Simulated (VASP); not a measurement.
# AlN (Fm-3m) in VASP: further runs, part 4 of 5

VASP 6.6.1.

## (5) G0W0 quasiparticle levels, PBE

Input file POSCAR:

```
AlN
1.0
    0.0000000000      2.0345180000      2.0345180000
    2.0345180000      0.0000000000      2.0345180000
    2.0345180000      2.0345180000      0.0000000000
Al N
1 1
Direct
    0.5000000000      0.5000000000      0.5000000000
    0.0000000000      0.0000000000      0.0000000000
```

Input file INCAR.step1:

```
ALGO = Normal ; EDIFF = 1E-8
ENCUT = 450 ; GGA = PE
ISMEAR = 0 ; LASPH = T
LCHARG = F ; LREAL = F
LWAVE = T ; NELM = 100
PREC = Accurate ; SIGMA = 0.01
```

Input file INCAR.step2:

```
ALGO = Exact ; EDIFF = 1E-8
ENCUT = 450 ; GGA = PE
ISMEAR = 0 ; ISTART = 1
LASPH = T ; LCHARG = F
LOPTICS = T ; LREAL = F
LWAVE = T ; NBANDS = 44
NELM = 1 ; PREC = Accurate
SIGMA = 0.01
```

Input file INCAR.step3:

```
ALGO = EVGW0 ; EDIFF = 1E-8
ENCUT = 450 ; ENCUTGW = 150
GGA = PE ; ISMEAR = 0
ISTART = 1 ; LASPH = T
LCHARG = F ; LREAL = F
LWAVE = F ; NBANDS = 44
NBANDSGW = 12 ; NELMGW = 1
NOMEGA = 48 ; PREC = Accurate
PRECFOCK = Fast ; SIGMA = 0.01
```

Input file KPOINTS:

```
k-points
0
Gamma
  3 3 3
```

Potentials or basis: VASP PAW PBE potentials, release 64 (Al_GW, N_GW).

Run with:

```console
$ cat potpaw_PBE.64/Al_GW/POTCAR potpaw_PBE.64/N_GW/POTCAR > POTCAR
$ cp INCAR.step1 INCAR
$ mpirun -np 1 vasp_std > vasp.out
$ cp INCAR.step2 INCAR
$ mpirun -np 1 vasp_std > vasp.out
$ cp INCAR.step3 INCAR
$ mpirun -np 1 vasp_std > vasp.out
```

OUTCAR:

```text
EDIFF = 1E-8
   ENCUT = 450
   ENCUTGW = 150
   GGA = PE
   ISMEAR = 0
   ISTART = 1
   LASPH = T
   LREAL = F
   NELMGW = 1
   PREC = Accurate
   PRECFOCK = Fast

 Found      4 irreducible k-points:

 Following reciprocal coordinates:
            Coordinates               Weight
  0.000000  0.000000  0.000000      1.000000
  0.333333  0.000000  0.000000      8.000000
  0.333333  0.333333  0.000000      6.000000
 -0.333333  0.333333  0.000000     12.000000
   k-points           NKPTS =      4   k-points in BZ     NKDIM =     27   number of bands    NBANDS=     44
   number of dos      NEDOS =    301   number of ions     NIONS =      2
   total plane-waves  NPLWV =   8000
   dimension x,y,z NGX =    20 NGY =   20 NGZ =   20
   dimension x,y,z NGXF=    40 NGYF=   40 NGZF=   40
   ions per type =               1   1
   NGX,Y,Z   is equivalent  to a cutoff of  11.56, 11.56, 11.56 a.u.
   NGXF,Y,Z  is equivalent  to a cutoff of  23.11, 23.11, 23.11 a.u.
 SYSTEM =  unknown system
   PREC   = accura    normal or accurate (medium, high low for compatibility)
   ISTART =      1    job   : 0-new  1-cont  2-samecut
   ICHARG =      0    charge: 1-file 2-atom 10-const
   ISPIN  =      1    spin polarized calculation?
   LNONCOLLINEAR =      F non collinear calculations
   LSORBIT =      F    spin-orbit coupling
   LASPH  =      T    aspherical Exc in radial PAW
   ENCUT  =  450.0 eV  33.07 Ry    5.75 a.u.   4.98  4.98  4.98*2*pi/ulx,y,z
   NELM   =     60;   NELMIN=  2; NELMDL=  0     # of ELM steps
   EDIFF  = 0.1E-07   stopping-criterion for ELM
   LREAL  =      F    real-space projection
   EDIFFG = 0.1E-06   stopping-criterion for IOM
   NSW    =      0    number of steps for IOM
   IBRION =     -1    ionic relax: 0-MD 1-quasi-New 2-CG
   NFREE  =      0    steps in history (QN), initial steepest desc. (CG)
   ISIF   =      0    stress and relaxation
   ISYM   =      3    0-nonsym 1-usesym 2-fastsym
   POTIM  = 0.5000    time-step for ionic-motion
   TEBEG  =    0.0;   TEEND  =   0.0 temperature during run
   PSTRESS=    0.0 pullay stress
   NELECT =       8.0000    total number of electrons
   NUPDOWN=      -1.0000    fix difference up-down
   EMIN   =  10.00;   EMAX   =-10.00  energy-range for DOS
   EFERMI =   0.00;   METHOD = LEGACY
   ISMEAR =     0;   SIGMA  =   0.01  broadening in eV -4-tet -1-fermi 0-gaus
   EFERMI_NEDOS =   21; number of points for ismear=-14 and -15
   IALGO  =     38    algorithm
   IMIX   =      4    mixing-type and parameters
     AMIX     =   0.40;   BMIX     =  1.00
     AMIX_MAG =   1.60;   BMIX_MAG =  1.00
  volume/ion in A,a.u.               =       8.42        56.83
  Fermi-wavevector in a.u.,A,eV,Ry     =   1.277321  2.413786 22.198561  1.631548
  Thomas-Fermi vector in A             =   2.409927
   LORBIT       =      0    0 simple, 1 ext, 2 COOP (PROOUT), +10 PAW based schemes
   GGA     = PE    functional components
   LHFCALC =     T    Hartree Fock is set to
   PRECFOCK=fast      Normal, Fast or Accurate (Low or Medium for compatibility)
   ENCUT4O =  -1.0   cutoff for four orbital integrals eV
   NKREDX  =     1    reduce k-point grid by
   NKREDY  =     1    reduce k-point grid by
   NKREDZ  =     1    reduce k-point grid by
   AEXX    =    1.0000 exact exchange contribution
   HFSCREEN=    0.0000 screening length (either q_TF or 0.3 A-1)
   HFSCREENC=   0.0000 screening length for correlation (either q_TF or 0.3 A-1)
   ENCUTFOCK=  -1.0 apply spherical cutoff to Coloumb kernel
   IVDW    =     0    specifies the selected vdW correction
   LEPSILON=     F    determine dielectric tensor
   LRPA    =     F    only Hartree local field effects (RPA)
   LRPAFORCE           =     F    calculate RPA forces
   ENCUTGW             = 150.0    cutoff for response function in eV
   ENCUTGWSOFT         = 120.0    soft cutoff for Coulomb kernel in GW response function in eV
   ENCUTLF             =  -1.0    cutoff for local field effects
   NELMGW              =     1    number of iterations in solving QP/BSE equation
   NELMHF              =     1    number of iterations in the inner HF iteration
   NKREDLFX            =     1    NKREDLFY  =   1   NKREDLFZ  =   1
 non-spin polarized calculation
 Gauss-broadening in eV      SIGMA  =   0.01
  energy-cutoff  :      450.00
  volume of cell :       16.84
 maximum number of plane-waves:       375
  NGX = 12; NGY = 12; NGZ = 12
   NGX =  9   NGY =  9   NGZ =  9
 maximum number of plane-waves:        76

 QP shifts <psi_nk| G(iteration)W_0 |psi_nk>: iteration 1
 for sc-GW calculations column KS-energies equals QP-energies in previous step
 and V_xc(KS)=  KS-energies - (<T + V_ion + V_H > + <T+V_H+V_ion>^1  + <V_x>^1)

 k-point   1 :       0.0000    0.0000    0.0000
  band No.  KS-energies  QP-energies   sigma(KS)   V_xc(KS)     V^pw_x(r,r')   Z            occupation Imag(sigma)

      1      -8.8173     -10.2149     -16.5314     -14.5807     -24.7400       0.7165       2.0000       1.3915
      2       8.6417       8.1454     -17.9615     -17.3363     -21.4544       0.7939       2.0000       0.1290
      3       8.6417       8.1454     -17.9615     -17.3363     -21.4544       0.7939       2.0000       0.1290
      4       8.6417       8.1454     -17.9615     -17.3363     -21.4544       0.7939       2.0000       0.1290
      5      13.9874      15.0769     -13.2181     -14.5892      -8.4956       0.7947       0.0000      -0.1275
      6      20.5617      21.4021      -9.5673     -10.5978      -4.3058       0.8155       0.0000      -0.1612
      7      20.5617      21.4021      -9.5673     -10.5978      -4.3058       0.8155       0.0000      -0.1612
      8      20.5617      21.4021      -9.5673     -10.5978      -4.3058       0.8155       0.0000      -0.1612
      9      25.6576      25.9277      -9.0487      -9.4009      -2.4763       0.7668       0.0000      -0.5015
     10      26.0934      27.2443     -10.0372     -11.4784      -4.4140       0.7986       0.0000      -0.2442
     11      26.0934      27.2443     -10.0372     -11.4784      -4.4140       0.7986       0.0000      -0.2442
     12      26.9887      28.0482      -9.7764     -11.1255      -2.8392       0.7854       0.0000      -0.6162

 k-point   2 :       0.3333    0.0000    0.0000
  band No.  KS-energies  QP-energies   sigma(KS)   V_xc(KS)     V^pw_x(r,r')   Z            occupation Imag(sigma)

      1      -6.7795      -8.1903     -17.2774     -15.3479     -25.0140       0.7312       2.0000       1.2118
      2       2.4183       1.4091     -15.5261     -14.2132     -19.8467       0.7687       2.0000       0.2198
      3       7.8138       7.2144     -17.5535     -16.7998     -21.1358       0.7953       2.0000       0.1321
      4       7.8138       7.2144     -17.5535     -16.7998     -21.1358       0.7953       2.0000       0.1321
      5      14.9152      15.7742     -11.3816     -12.4413      -6.5533       0.8106       0.0000      -0.1315
      6      19.9451      20.9189      -9.7446     -10.9479      -4.4350       0.8093       0.0000      -0.1654
      7      19.9451      20.9189      -9.7446     -10.9479      -4.4350       0.8093       0.0000      -0.1654
      8      20.5265      21.9878     -13.6217     -15.5075      -7.9218       0.7749       0.0000      -0.2170
      9      24.7169      25.4653      -9.1183     -10.0992      -2.5506       0.7630       0.0000      -0.4002
     10      26.1280      27.0801      -9.9814     -11.1890      -3.7446       0.7884       0.0000      -0.3881
     11      26.1280      27.0801      -9.9814     -11.1890      -3.7446       0.7884       0.0000      -0.3881
     12      35.9566      37.4036     -10.5619     -12.4202      -3.1438       0.7787       0.0000      -1.0811

 k-point   3 :       0.3333    0.3333    0.0000
  band No.  KS-energies  QP-energies   sigma(KS)   V_xc(KS)     V^pw_x(r,r')   Z            occupation Imag(sigma)

      1      -6.1446      -7.6075     -17.4934     -15.6318     -25.1383       0.7859       2.0000       1.1806
      2       3.1981       2.2398     -16.0892     -14.8519     -20.3330       0.7746       2.0000       0.2012
      3       6.3898       5.6156     -16.7632     -15.7805     -20.4914       0.7879       2.0000       0.1418
      4       6.3898       5.6156     -16.7632     -15.7805     -20.4914       0.7879       2.0000       0.1418
      5      14.5362      15.4683     -10.4542     -11.5984      -5.7147       0.8146       0.0000      -0.1254
      6      14.7645      15.3489      -9.4289     -10.1370      -4.6570       0.8253       0.0000      -0.1250
      7      20.6610      22.0493     -13.3154     -15.1055      -7.5327       0.7755       0.0000      -0.2234
      8      24.3480      25.6090     -11.6641     -13.3184      -5.2756       0.7622       0.0000      -0.3461
      9      24.3480      25.6090     -11.6641     -13.3184      -5.2756       0.7622       0.0000      -0.3461
     10      29.3535      30.5977     -10.0978     -11.6555      -4.1244       0.7987       0.0000      -0.4033
     11      33.2533      34.2592      -8.8940     -10.1294      -1.8393       0.8143       0.0000      -0.9152
     12      33.2533      34.2592      -8.8940     -10.1294      -1.8393       0.8143       0.0000      -0.9152

 k-point   4 :      -0.3333    0.3333    0.0000
  band No.  KS-energies  QP-energies   sigma(KS)   V_xc(KS)     V^pw_x(r,r')   Z            occupation Imag(sigma)

      1      -4.8088      -6.1168     -18.3446     -16.6935     -26.0140       0.7922       2.0000       1.0946
      2       2.4746       1.4555     -15.0379     -13.7207     -19.1605       0.7736       2.0000       0.2056
      3       2.7783       1.7310     -15.1193     -13.7665     -19.2138       0.7742       2.0000       0.1969
      4       6.7059       5.9765     -16.9525     -16.0313     -20.6362       0.7917       2.0000       0.1388
      5      14.9498      15.7645      -9.9798     -10.9767      -5.1572       0.8171       0.0000      -0.1275
      6      18.9625      20.2947     -13.0562     -14.7418      -7.8571       0.7903       0.0000      -0.1694
      7      20.4572      21.7713     -13.0862     -14.7639      -7.5244       0.7833       0.0000      -0.2054
      8      21.9832      23.1984     -10.7264     -12.2465      -4.9831       0.7995       0.0000      -0.2378
      9      24.8370      25.7337     -10.2280     -11.3985      -3.7527       0.7661       0.0000      -0.3733
     10      28.3344      29.1932      -9.4734     -10.5322      -3.1688       0.8112       0.0000      -0.5247
     11      31.7419      32.7294      -9.4080     -10.6832      -2.2499       0.7744       0.0000      -0.8009
     12      35.0344      36.4627     -11.1081     -12.9358      -3.8165       0.7815       0.0000      -1.0199
```

Wall time 14 s (1 thread of AMD EPYC 7R43 (Zen 3), shared host); peak memory 0.1 GiB.

The run converged, but some of its settings lie outside the range that counts as converged, so its numbers aren't taken as properties of the crystal.

Results:

| Item | Value |
| --- | --- |
| Band gap on the k mesh, mean-field level | 5.35 eV, direct |
| Quasiparticle gap | 6.93 eV |
| Least direct quasiparticle gap | 6.93 eV |

Caveat: the k mesh is coarse (spacing up to 0.89 Å⁻¹), so the values aren't converged; bands, screening cutoff and mesh are small and nothing is extrapolated, so the quasiparticle values aren't converged.

(Continued in part 5 of 5.)
